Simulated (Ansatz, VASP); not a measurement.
**Ti: VASP beside Ansatz**

File POSCAR:

```
Ti
1.0
    4.5673748306      0.0000000000      0.0000000000
   -2.2836874153      3.9554626319      0.0000000000
    0.0000000000      0.0000000000      2.8262442700
Ti
3
Direct
    0.0000000000      0.0000000000      0.0000000000
    0.3333333333      0.6666666667      0.5000000000
    0.6666666667      0.3333333333      0.5000000000
```

Contents of INCAR.step1:

```
ALGO = Normal ; EDIFF = 1E-4
ENCUT = 520 ; GGA = PE
ISMEAR = -1 ; LASPH = True
LCHARG = False ; LREAL = False
LWAVE = True ; NBANDS = 25
NELM = 100 ; PREC = Accurate
SIGMA = 0.08
```

Contents of INCAR.step2:

```
ALGO = Normal ; EDIFF = 1E-8
ENCUT = 520 ; ISIF = 2
ISMEAR = -1 ; ISTART = 1
LASPH = True ; LCHARG = False
LEFG = True ; LMIXTAU = True
LREAL = False ; LWAVE = False
METAGGA = R2SCAN ; NBANDS = 25
NELM = 100 ; PREC = Accurate
SIGMA = 0.08
```

File KPOINTS:

```
k-points
0
Gamma
  8 8 12
```

Input for Ansatz:

```yaml
crystal:
  lattice:
    - [4.5673748306, 0.0, 0.0]
    - [-2.2836874153, 3.9554626319, 0.0]
    - [0.0, 0.0, 2.82624427]
  atoms:
    - { symbol: Ti, position: [0.0, 0.0, 0.0] }
    - { symbol: Ti, position: [0.3333333333, 0.6666666667, 0.5] }
    - { symbol: Ti, position: [0.6666666667, 0.3333333333, 0.5] }
kpoints:
  mp_grid: { grid: [8, 8, 12] }
  band_path:
    path:
      - [0.0, 0.0, 0.0]
      - [0.5, 0.0, 0.0]
      - [0.3333333333, 0.3333333333, 0.0]
      - [0.0, 0.0, 0.0]
      - [0.0, 0.0, 0.5]
      - [0.5, 0.0, 0.5]
      - [0.3333333333, 0.3333333333, 0.5]
      - [0.0, 0.0, 0.5]
      - [0.5, 0.0, 0.5]
    npoints: 8
scf:
  occupations: { method: fermi_dirac, width: 0.08 }
hamiltonian:
  xc: r2scan
  pseudopotentials: { kind: paw }
output:
  forces: true
  stress: true
  eigenvalues: true
  efg: { contact_densities: true }
  populations: true
  bader: true
  dos: { projected: true, de: 0.2, e_range: [-14, 8] }
```

Alike in both runs: task electric field gradients; functional r2SCAN; k mesh 8 × 8 × 12; occupations fermi-dirac, width 0.08 eV; no spin polarisation.

|  | VASP | Ansatz |
| --- | --- | --- |
| version | VASP 6.6.1 | Ansatz 0.2.0 |
| potentials or method | VASP PAW PBE potentials, release 64 (Ti_sv) | PAW with Ansatz's default frozen-core files, scalar-relativistic |
| plane-wave cutoff (eV) | 520 | 500 |
| valence electrons in the cell | 36 | 36 |

Ansatz gave:

| Property | Result |
| --- | --- |
| pressure (GPa) | 0.0 |
| largest component of the traceless stress (GPa) | 0.04 |
| Vzz of the field gradient on the site that differs most (V/Å²) | -13.0 |

**Question.** Which values does VASP return?

**Answer.** Pressure (GPa): 0.4; largest component of the traceless stress (GPa): 0.09; Vzz of the field gradient on the site that differs most (V/Å²): -10.5.

With one functional, cell and mesh, what is left measures potentials, basis and numerics.

Caveats: the PAW data sets were made with another functional, which shifts forces and pressure a little (VASP).
